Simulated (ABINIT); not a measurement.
MgS (Niningerite):

```
CELL_PARAMETERS angstrom
0.00000 2.60165 2.60165
2.60165 0.00000 2.60165
2.60165 2.60165 0.00000
ATOMIC_POSITIONS crystal
S 0.50000 0.50000 0.50000
Mg 0.00000 0.00000 0.00000
```

Base run:

| Item | Value |
| --- | --- |
| Program | ABINIT 10.8.3 (patched build) |
| Functional | PBE |
| Potentials or basis | JTH PAW PBE v2.0 |
| Cutoff | 544 eV |
| k mesh | 9 × 9 × 9 |
| Occupations | fermi-dirac, width 0.05 eV |
| Spin | no spin polarisation |

Its results: band gap on the k mesh 2.91 eV, indirect (least direct gap 3.71 eV); pressure 1.1 GPa.

Problem. After a change of settings the same cell gave: band gap on the k mesh 2.83 eV, indirect (least direct gap 3.59 eV); pressure -1.0 GPa. Which change was it?
A. potentials or basis from JTH PAW PBE v2.0 to PseudoDojo NC SR PBE v0.4.1 standard; cutoff from 544 eV to 1088 eV; k mesh from 9 × 9 × 9 to 7 × 7 × 7
B. functional from PBE to LDA; potentials or basis from JTH PAW PBE v2.0 to JTH PAW LDA v2.0
C. functional from PBE to PBEsol

Solution. C.

PBEsol binds more tightly than PBE, so the same cell stands under less pressure.

Caveats: the mesh misses the band edges, which the band path finds closer together; the PAW data sets were made with another functional, which shifts forces and pressure a little (some runs).

Not every run made on this cell is shown here.
